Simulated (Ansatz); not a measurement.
## AgI: carrier doping

Take AgI in the zinc blende structure (space group F-43m, No. 216) as the base.

AgI is modelled in the cubic space group F-43m (No. 216), the zinc blende structure, Pearson symbol cF8. Conventional cell: a = 6.450 Å, b = 6.450 Å, c = 6.450 Å, α = 90.00°, β = 90.00°, γ = 90.00°. Ag on 4a is coordinated by 4 I at 2.793 Å (tetrahedral). I on 4d is surrounded by 4 Ag at 2.793 Å (tetrahedral). (Neighbours: up to the widest gap in distance over summed covalent radii, below 1.35, at either atom; cation-cation and far metal-metal contacts left out.)
(The calculation used a cell of 2 atoms; values per cell refer to that cell.)

Carriers are added at fixed cell with a uniform background; the Fermi–Dirac width is that of 300 K.

Computed with Kohn–Sham DFT with the PBEsol functional, run in Ansatz (a first-principles code) with PAW and 420 eV plane waves, no spin-orbit coupling.

Notes on the quantities. Fermi level from band edge: Fermi level relative to the doped band's edge (positive inside the band; to 0.05 eV).

| change | gap between the host's bands | Fermi level from band edge |
|---|---|---|
| undoped | 1.20 eV | – |
| electrons 5.0×10^20 cm⁻³ | 1.18 eV | +0.85 eV |
| electrons 1.0×10^21 cm⁻³ | 1.16 eV | +1.10 eV |
| electrons 1.5×10^21 cm⁻³ | 1.15 eV | +1.30 eV |
| electrons 5.0×10^21 cm⁻³ | 1.05 eV | +1.80 eV |
| holes 5.0×10^20 cm⁻³ | 1.22 eV | +0.10 eV |
| holes 1.0×10^21 cm⁻³ | 1.25 eV | +0.15 eV |
| holes 1.5×10^21 cm⁻³ | 1.27 eV | +0.20 eV |
| holes 5.0×10^21 cm⁻³ | 1.44 eV | +0.45 eV |

Charged cell with a jellium background: band edges are those of the host's band count, energies are not comparable with the neutral cell, and many-body gap narrowing is missing. Spin-orbit coupling, missing from the scalar runs, can matter with I. Stability against distortions was not tested.
